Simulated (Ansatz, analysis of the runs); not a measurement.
# A defect in a wire: Al wire of staggered 3-rings, Co in place of one Al, part 4 of 4

What does the defect do to the conductance?

Ansatz 0.2.0; DFT PBE, plane waves, PAW; relaxation of a wire's period (the session's first sound run).

So far, conductance of the lead as this run defines it (G₀): step 3 (bands of the perfect wire) 6.00.

**5. The open system**

This step: DFT PBE, plane waves, PAW; transmission of a junction in a wire (Ansatz 0.2.0).

The cell is now read as a scatterer between two semi-infinite leads, named by two sites one period apart. The scattering states in its self-consistent potential are matched to the leads' states at each energy. One point across is taken, as for a wire in vacuum.

The input, input.yaml:

```yaml
crystal:
  lattice:
    - [10.033, 0.0, 0.0]
    - [0.0, 9.6, 0.0]
    - [0.0, 0.0, 30.0803834585]
  atoms:
    - { symbol: Al, position: [0.418531576, 0.648345437, 1.0e-10] }
    - { symbol: Al, position: [0.418531576, 0.351610519, 1.0e-10] }
    - { symbol: Al, position: [0.663898635, 0.499977978, 1.0e-10] }
    - { symbol: Al, position: [0.336068799, 0.499977978, 0.0714285711] }
    - { symbol: Al, position: [0.581435858, 0.648345437, 0.0714285711] }
    - { symbol: Al, position: [0.581435858, 0.351610519, 0.0714285711] }
    - { symbol: Al, position: [0.418531576, 0.648345437, 0.1428571431] }
    - { symbol: Al, position: [0.418531576, 0.351610519, 0.1428571431] }
    - { symbol: Al, position: [0.663898635, 0.499977978, 0.1428571431] }
    - { symbol: Al, position: [0.336068799, 0.499977978, 0.2142857141] }
    - { symbol: Al, position: [0.581435858, 0.648345437, 0.2142857141] }
    - { symbol: Al, position: [0.581435858, 0.351610519, 0.2142857141] }
    - { symbol: Al, position: [0.400433824, 0.6494734547, 0.2867430907] }
    - { symbol: Al, position: [0.400433824, 0.3504825013, 0.2867430907] }
    - { symbol: Al, position: [0.6379153771, 0.499977978, 0.2896154149] }
    - { symbol: Al, position: [0.2713221317, 0.499977978, 0.3511137675] }
    - { symbol: Al, position: [0.5257387708, 0.6428962062, 0.3637069384] }
    - { symbol: Al, position: [0.5257387708, 0.3570597498, 0.3637069384] }
    - { symbol: Al, position: [0.3066749963, 0.6453475452, 0.4270566476] }
    - { symbol: Al, position: [0.3066749963, 0.3546084108, 0.4270566476] }
    - { symbol: Co, position: [0.499656347, 0.499977978, 0.4271601003] }
    - { symbol: Al, position: [0.2658766007, 0.499977978, 0.5025660455] }
    - { symbol: Al, position: [0.5202989437, 0.6426352026, 0.4908779746] }
    - { symbol: Al, position: [0.5202989437, 0.3573207534, 0.4908779746] }
    - { symbol: Al, position: [0.3926713802, 0.6484956745, 0.5678005419] }
    - { symbol: Al, position: [0.3926713802, 0.3514602815, 0.5678005419] }
    - { symbol: Al, position: [0.631691649, 0.499977978, 0.5649552909] }
    - { symbol: Al, position: [0.3267613345, 0.499977978, 0.6407700603] }
    - { symbol: Al, position: [0.5708624023, 0.6435115853, 0.640112234] }
    - { symbol: Al, position: [0.5708624023, 0.3564443707, 0.640112234] }
    - { symbol: Al, position: [0.418531576, 0.648345437, 0.7142857141] }
    - { symbol: Al, position: [0.418531576, 0.351610519, 0.7142857141] }
    - { symbol: Al, position: [0.663898635, 0.499977978, 0.7142857141] }
    - { symbol: Al, position: [0.336068799, 0.499977978, 0.7857142861] }
    - { symbol: Al, position: [0.581435858, 0.648345437, 0.7857142861] }
    - { symbol: Al, position: [0.581435858, 0.351610519, 0.7857142861] }
    - { symbol: Al, position: [0.418531576, 0.648345437, 0.8571428571] }
    - { symbol: Al, position: [0.418531576, 0.351610519, 0.8571428571] }
    - { symbol: Al, position: [0.663898635, 0.499977978, 0.8571428571] }
    - { symbol: Al, position: [0.336068799, 0.499977978, 0.9285714286] }
    - { symbol: Al, position: [0.581435858, 0.648345437, 0.9285714286] }
    - { symbol: Al, position: [0.581435858, 0.351610519, 0.9285714286] }
kpoints:
  mp_grid: { grid: [1, 1, 3] }
scf:
  occupations: { method: fermi_dirac, width: 0.05 }
hamiltonian:
  xc: pbe
output:
  transmission:
    e_range: [-1.26, 1.26]
    de: 0.035
    kmesh: [1, 1]
    reduced_basis: true
    leads: [[36, 0]]
  dos: { projected: true, e_range: [-4, 3] }
  write_potential: true
  write_density: true
  volumetric_format: npy
  elf: true
basis:
  ecutwfc: "350 eV"
```

The run is started by

```sh
$ ansatz run input.yaml --threads 4 --pin off --max-ram 16384MiB --backend cpu --events-out ev --progress --plain --runs-dir out
```

Numbers of over 12 decimals in the logs are rounded to 6 here.

What it wrote:

```text
[...]
Crystal: 42 atoms, lattice volume = 2897.246 Å³
Basis set: ecut = 350 eV, 43117 PW (Γ)
Bands: 112, of which v1, the nominal top of the filled ones, is band 70 counted from 1 (69 counted from 0)
Symmetry: 2 space group operations
[...]
k-points: 2 of 3 (time reversal used)
[...]
SCF iter   1: F=—  HF=-27131.444917 eV  |F-HF|=—  |Δ(HF+E_count)|=         —  Δρ=3.42e-3  dr2=6.23e-1  ethr=1.77e-3  ⟨swp⟩=8.5  Hψ=1283  notcnv=0  defer=6
[...]
SCF iter  10: F=-27131.415863 eV  HF=-27131.415863 eV  |F-HF|=7.42e-10  |Δ(HF+E_count)|=   9.15e-9  Δρ=4.24e-7  dr2=7.78e-9  ethr=7.14e-11  ⟨swp⟩=43.0  Hψ=1302  notcnv=0
SCF 1 converged in 10 iterations: F = -27131.415863 eV  dr2 = 7.78e-9
[...]
transmission: 34 of 204 steps passed
transmission: 68 of 204 steps passed
[...]
transmission: 204 of 204 steps passed
WARN: The output density's exchange-correlation potential varies sharply where the density is thin. Do not read a vacuum level from v_tot or v_xc, or from such a field of the output density. On a cell that repeats whose density bears no net charge and no dipole along the vacuum's axis use v_es (v_loc + v_h of the components); under efield.dipole_correction with no amplitude use v_es + v_field, which holds any externa [...]
SCF converged after 10 iterations
Free energy (F): -27131.415863 eV
[...]
Internal energy: -27131.251691 eV  (E = F + TS)
E sigma→0 (E₀):  -27131.333777 eV
Entropy (-TS):   -0.164172 eV (-3.909 meV/atom)
Fermi energy:    -1.250464 eV
[...]
--- Band table (eV) ---
  k-point 0: bands = [... 66 lower, -1.6099, -1.5506, -1.4004, -1.3104, -1.2266, -0.9819, -0.9388, -0.9262, ... 38 higher]
  k-point 1: bands = [... 66 lower, -1.5436, -1.4165, -1.3369, -1.3321, -1.2046, -0.9780, -0.9755, -0.9636, ... 38 higher]
--- Transmission ---
  basis      : 707 plane waves across, 34 finite elements along
  points     : 1, standing for a mesh of 1 x 1
[...]
crystal 0  : Al6, at the sites [36, 0], period 4.2972 Å, over 17.19 Å; its Hamiltonian steps by up to 111.8 meV: too much for a lead, lay more layers or, if its atoms are ordered, name the step of that order
[...]
filled         : 10.8 meV under the level at which it is neutral
    channels       : 6.000000e0 a spin
[...]
junction   : crystal 0 to crystal 0, -0.38 to 25.41 Å
    transmission   : 4.278448e0 a spin
    error estimate : 5.332490e-4 a spin from the reduction of the transverse basis, at the most 4.671983e-3 at -0.455000 eV
    conductance    : 3.4295e14 S/m² at 300 K (3.3982e14 on every other energy)
    error estimate : 0.9 % from the energy spacing and 0.0 % from band edges of the leads and from resonances (wavevectors taken as independent; lower de), 0.1 % from the reduction of the transverse basis, 11.4 % from the steps of its leads' Hamiltonians or their offsets (lay more layers), 0.4 % from the distance to neutral
    resistance     : 8.3893e-4 Ω µm² beyond half of each lead's own
```

Wall time 2.5 min (4 threads of Arm Neoverse V1, shared host); peak memory 2.5 GiB; 8.8 min of CPU time.

Numbers from this step:

```yaml
energy_at_zero_smearing: -27131.3338 eV
transmission_at_the_energy_nearest_the_fermi_level_one_spin: 4.278
step_of_the_lead_s_hamiltonian: 111.8 meV
conductance_of_the_junction: 4.263 G₀
```

Transmission, one spin against energy, zero at the Fermi level:

| energy (eV) | transmission, one spin |
| --- | --- |
| -1.26 | 2.70 |
| -1.16 | 3.18 |
| -1.12 | 3.22 |
| -1.01 | 3.00 |
| -0.91 | 3.11 |
| -0.77 | 3.57 |
| -0.67 | 3.86 |
| -0.53 | 4.01 |
| -0.42 | 3.89 |
| -0.35 | 4.03 |
| -0.32 | 4.02 |
| -0.17 | 4.13 |
| -0.07 | 4.20 |
| 0.00 | 4.28 |
| 0.07 | 4.38 |
| 0.17 | 4.59 |
| 0.32 | 4.60 |
| 0.42 | 4.56 |
| 0.53 | 4.42 |
| 0.67 | 4.09 |
| 0.77 | 3.67 |
| 0.91 | 2.87 |
| 1.01 | 2.67 |
| 1.16 | 2.25 |
| 1.26 | 1.90 |

Table of open channels of the lead, one spin by energy, zero at the Fermi level:

| energy (eV) | open channels of the lead, one spin |
| --- | --- |
| -1.190 | 5 |
| -1.085 | 5 |
| -1.015 | 5 |
| -0.910 | 5 |
| -0.805 | 5 |
| -0.700 | 6 |
| -0.595 | 6 |
| -0.490 | 6 |
| -0.385 | 6 |
| -0.315 | 6 |
| -0.210 | 6 |
| -0.105 | 6 |
| 0.000 | 6 |
| 0.105 | 6 |
| 0.210 | 6 |
| 0.315 | 6 |
| 0.385 | 6 |
| 0.490 | 6 |
| 0.595 | 6 |
| 0.700 | 6 |
| 0.805 | 6 |
| 0.910 | 4 |
| 1.015 | 4 |
| 1.085 | 4 |
| 1.190 | 4 |

Projected DOS an atom over height of the atomic layer and energy from the Fermi level. Layers: Al3 Al3 Al3 Al3 Al3 Al3 Al2Co Al3 Al3 Al3 Al3 Al3 Al3 Al3 (hydrogen named only where alone); broadened by a Gaussian of 0.15 eV, since few k-points sample the long cell.

Ten even steps from '_' (0.16 states/eV) to '@' (2.16 states/eV), each cell a mean:
```
++++==--::::::::::--======++
::::::::....::..........::::
............::..............
............::..............
............::..............
............--..............
............--..............
............--....::........
..........::++::............
..........::@@::............
........::::@@::::::::....::
::::::::--::##::--::::::::::
::::::::::::==::--::::::::::
::::----::::--::::::----::::
------::::::++::....::------
......____..==..______......
____________::______________
____________..______________
____________..______________
____________________________
____________________________
____________________________
```
Columns: height of the atomic layer (Å) from 3.0e-9 to 27.9; rows upwards: energy from the Fermi level (eV) from -3.98 to 1.47.

Electrostatic potential energy in the ca plane at fractional y = 0.500, with atoms of Al and Co within 0.2 Å of it. With pseudopotentials it is smooth inside the atoms' cores, unlike the true potential.

Values in eV, 13 rows by 16 columns, each cell a mean:
```
  3   3   3   3   3   3   3   3   3   3   3   3   3   3   3   3
  3   3   3   3   3   3   3   3   3   3   3   3   3   3   3   3
  0   3   3   1   1   3   3   3   3   3   3   2   1   2   3   2
 -8   2   1  -9 -10   1   3   3   3   3   3  -4 -12  -1   2  -1
-11   0  -1 -13 -13  -1   2   2   1   2   1 -11 -12  -7   0  -3
 -3  -2  -1 -11 -12  -1  -1  -8 -14  -1  -1  -8 -15  -4  -2  -1
  0  -1   0  -1  -1   0  -2 -15 -20  -4  -2   0  -2   0  -1   0
 -2 -13  -8  -1  -1  -1  -1  -5 -10   0  -1   0  -2  -2 -12  -5
 -4 -12 -13  -1  -1 -13 -11  -1  -2  -5 -14  -5  -1  -7 -11 -12
 -1 -13  -8   2  -2 -13 -13  -2  -1 -10 -10  -9   2  -2 -15  -7
  2   0   1   3   1 -10  -7   1   2  -3 -13  -3   3   2  -1   1
  3   3   3   3   2   1   2   3   3   2   1   2   3   3   2   3
  3   3   3   3   3   3   3   3   3   3   3   3   3   3   3   3
```
Columns run along c (16.0 Å, from fractional 0.16 to 0.69 of the cell; values clipped at the 3rd and 97th percentile), rows up along a (10.0 Å). Atoms in or near the plane, at fractional coordinates: Al at (0.21, 0.34), Al at (0.29, 0.64), Al at (0.35, 0.27), Co at (0.43, 0.50), Al at (0.50, 0.27), Al at (0.56, 0.63), Al at (0.64, 0.33).

ELF in the ca plane at fractional y = 0.500, with atoms of Al and Co within 0.2 Å of it. It is the smooth field of the valence electrons, not physical close to the nuclei.

Values, 13 rows by 16 columns, each cell a mean:
```
0.06 0.01 0.01 0.03 0.02 0.01 0.02 0.01 0.00 0.02 0.02 0.01 0.02 0.02 0.01 0.02
0.34 0.04 0.06 0.30 0.36 0.11 0.01 0.00 0.00 0.01 0.03 0.21 0.34 0.12 0.02 0.17
0.68 0.17 0.23 0.71 0.80 0.38 0.06 0.03 0.02 0.04 0.16 0.65 0.78 0.41 0.10 0.43
0.71 0.39 0.49 0.75 0.78 0.58 0.18 0.12 0.09 0.15 0.33 0.81 0.75 0.67 0.32 0.62
0.52 0.55 0.60 0.39 0.43 0.62 0.44 0.25 0.14 0.39 0.48 0.59 0.31 0.65 0.55 0.63
0.47 0.54 0.49 0.38 0.45 0.50 0.62 0.28 0.30 0.51 0.53 0.53 0.29 0.49 0.61 0.49
0.39 0.50 0.40 0.45 0.51 0.36 0.57 0.39 0.67 0.44 0.46 0.42 0.54 0.36 0.55 0.40
0.53 0.38 0.44 0.51 0.48 0.43 0.45 0.27 0.29 0.38 0.43 0.44 0.52 0.47 0.41 0.51
0.67 0.32 0.44 0.54 0.56 0.42 0.35 0.48 0.51 0.44 0.29 0.61 0.50 0.63 0.26 0.53
0.63 0.63 0.71 0.41 0.59 0.43 0.41 0.54 0.46 0.56 0.30 0.63 0.38 0.67 0.54 0.75
0.38 0.75 0.60 0.18 0.50 0.77 0.78 0.45 0.32 0.74 0.70 0.71 0.20 0.45 0.80 0.67
0.11 0.34 0.21 0.04 0.28 0.73 0.66 0.21 0.12 0.53 0.79 0.51 0.07 0.14 0.42 0.29
0.01 0.04 0.03 0.01 0.06 0.26 0.23 0.05 0.03 0.17 0.34 0.15 0.02 0.02 0.06 0.03
```
Columns run along c (16.0 Å, from fractional 0.16 to 0.69 of the cell), rows up along a (10.0 Å). Atoms in or near the plane, at fractional coordinates: Al at (0.21, 0.34), Al at (0.29, 0.64), Al at (0.35, 0.27), Co at (0.43, 0.50), Al at (0.50, 0.27), Al at (0.56, 0.63), Al at (0.64, 0.33).

Valence density in the ca plane at fractional y = 0.500, with atoms of Al and Co within 0.2 Å of it. It is the smooth field of the valence electrons, not physical close to the nuclei.

Ten steps, logarithmic in the rise over the least value, from '0' (0 e/Å³) to '9' (40 e/Å³), each cell a mean:
```
00000000000000000000000000000000000000000000
00000000000000000000000000000000000000000000
00000000000000000000000000000000000000000000
00000000000000000000000000000000000000000000
00000000000000000000000000000000000000000000
00000000000000000000000000000000000000000000
00000000000000000000000000000000000000000000
00000000000000000000000000000000000000000000
00000000000000000000000000000000000000000000
00000000000000000000011100000000000000000000
00000000000000000011246521100000000000000000
00000000000000000111379841110000000000000000
00000000000000000011368731100000000000000000
00000000000000000001134311000000000000000000
00000000000000000000111110000000000000000000
00000000000000000000011100000000000000000000
00000000000000000000000000000000000000000000
00000000000000000000000000000000000000000000
00000000000000000000000000000000000000000000
00000000000000000000000000000000000000000000
00000000000000000000000000000000000000000000
00000000000000000000000000000000000000000000
00000000000000000000000000000000000000000000
00000000000000000000000000000000000000000000
```
Columns run along c (16.0 Å, from fractional 0.16 to 0.69 of the cell), rows up along a (10.0 Å). Atoms in or near the plane, at fractional coordinates: Al at (0.21, 0.34), Al at (0.29, 0.64), Al at (0.35, 0.27), Co at (0.43, 0.50), Al at (0.50, 0.27), Al at (0.56, 0.63), Al at (0.64, 0.33).

By hand: the program gives 3.4295 × 10^14 S/m² over the cell's cross-section of 96.32 Å² = 9.632 × 10^-19 m², so one cell conducts 3.303 × 10^-4 S. Divided by G0 = 2e²/h = 7.748 × 10^-5 S this is 4.26 G0, a resistance of 3.03 kΩ.

The conductance is 4.26 G₀, with 6 channels a spin open in the lead. The lead's Hamiltonian steps by 111.8 meV, which the program calls too much for a lead. The largest term of the program's error estimate is 11 %.

**6. Landauer integrals**

This step: Landauer integrals over the computed T(E), interpolated linearly between its energies (analysis of the runs above).

Conductance and thermopower are moments of T(E) over the thermal window; sliding the window along E stands for a gate that leaves T(E) rigid.

Numbers from this step:

| Property | Result |
| --- | --- |
| conductance at 300 K, interpolated from T(E) | 4.274 G₀ |
| thermopower at 300 K | -2.388 μV/K |
| Lorenz number over L0 | 1.003 |

T(E) held rigid; rough near sharp steps of T(E). Table of conductance at 300 K by shift of the leads' level:

| shift of the leads' level (eV) | conductance at 300 K (G₀) |
| --- | --- |
| -0.900 | 3.18 |
| -0.850 | 3.38 |
| -0.800 | 3.52 |
| -0.750 | 3.63 |
| -0.700 | 3.75 |
| -0.650 | 3.87 |
| -0.600 | 3.94 |
| -0.550 | 3.98 |
| -0.500 | 4.00 |
| -0.450 | 3.98 |
| -0.400 | 3.98 |
| -0.350 | 4.00 |
| -0.300 | 3.98 |
| -0.250 | 3.94 |
| -0.200 | 4.05 |
| -0.150 | 4.13 |
| -0.100 | 4.17 |
| -0.050 | 4.21 |
| 0.000 | 4.27 |
| 0.050 | 4.35 |
| 0.100 | 4.42 |
| 0.150 | 4.50 |
| 0.200 | 4.55 |
| 0.250 | 4.57 |
| 0.300 | 4.59 |
| 0.350 | 4.59 |
| 0.400 | 4.56 |
| 0.450 | 4.52 |
| 0.500 | 4.45 |
| 0.550 | 4.36 |
| 0.600 | 4.25 |
| 0.650 | 4.12 |
| 0.700 | 3.95 |
| 0.750 | 3.73 |
| 0.800 | 3.45 |
| 0.850 | 3.15 |
| 0.900 | 2.93 |

T(E) held rigid; rough near sharp steps of T(E). Table of thermopower at 300 K by shift of the leads' level:

shift of the leads' level (eV), thermopower at 300 K (μV/K) and a bar from the least value:
```
   -0.900       -8.4 
   -0.850       -7.3 ##
   -0.800       -5.0 #####
   -0.700       -4.8 #####
   -0.650       -3.5 #######
   -0.600       -2.1 #########
   -0.550       -1.0 ###########
   -0.450        0.5 #############
   -0.400       -0.6 ###########
   -0.350        0.0 ############
   -0.300        1.3 ##############
   -0.200       -3.6 #######
   -0.150       -2.0 #########
   -0.100       -1.5 ##########
   -0.050       -1.8 ##########
    0.050       -2.5 ########
    0.100       -2.5 #########
    0.150       -2.1 #########
    0.200       -1.1 ###########
    0.300       -0.3 ############
    0.350        0.4 #############
    0.400        1.1 ##############
    0.450        1.8 ###############
    0.550        3.3 #################
    0.600        4.2 ##################
    0.650        5.4 ####################
    0.700        7.1 ######################
    0.800       12.5 ##############################
    0.850       12.2 ##############################
    0.900        8.4 ########################
```

The two levels move by half the bias each and T(E) is held rigid. The current from the zero-bias T(E) by bias:

| bias (V) | current from the zero-bias T(E) (μA) |
| --- | --- |
| 0.000 | 0 |
| 0.100 | 33.1 |
| 0.200 | 66.4 |
| 0.300 | 99.7 |
| 0.400 | 133 |
| 0.500 | 166 |
| 0.600 | 199 |
| 0.700 | 233 |
| 0.800 | 266 |
| 0.900 | 299 |
| 1.000 | 332 |
| 1.100 | 364 |
| 1.200 | 396 |
| 1.300 | 428 |
| 1.400 | 458 |
| 1.500 | 487 |
| 1.600 | 515 |
| 1.700 | 541 |
| 1.800 | 566 |
| 1.900 | 589 |

By hand, Mott's formula: S = −(π²k²T/3e) d ln T/dE, and π²k²T/3e = 7.33 μV/K × eV at 300 K. The computed T is 4.20 at -0.070 eV and 4.38 at +0.070 eV, so d ln T/dE ≈ 0.301 per eV and S ≈ -2.20 μV/K, against -2.39 from the integrals.

The thermopower is -2.39 μV/K. The Lorenz ratio is 1.00, where the Wiedemann-Franz law gives 1. Moving the level by up to 0.1 eV either way gives -2.5 to -1.5 μV/K.

**7. Summary of results**

- conductance of the perfect wire: 6.00 G₀
- conductance, Co in place of one Al: 4.26 G₀
- thermopower, Co in place of one Al: -2.39 μV/K

In words: Summed over the computed window, 67 % of the lead's open channels pass the defect; the conductance at 300 K is 4.26 G₀. With Co in place of one Al, 71 % of the conductance of that run's own lead (5.99 G₀) is left. Transport is coherent and elastic here: the atoms are frozen, so scattering by vibrations plays no part. With Co in place of one Al several atoms of the wire itself moved far in the relaxation, so the changed stretch between the held leads may scatter as well as the defect. In 1 run the program finds the step of the lead's Hamiltonian too large, so longer leads may change the transmission. One term of the program's error estimate for a conductance, of a junction or of the perfect wire, reaches 11 % in this session. A junction with open d shells ran without spin, after the few moments seeded in its relaxation died away; moments on all d atoms were not tried. A cutoff under the files' recommended one was taken to save time; its effect on T(E) was not tested here.

[Logs are printed without paths, hosts, clocks, repeated set-up lines and the standing remarks that a program may print on its own settings, such as how far it seeks lower states.]

[Hosts, paths, dates, database ids (printed as entryN), source tags and the programs' standing remarks are cut or masked in the printed files.]
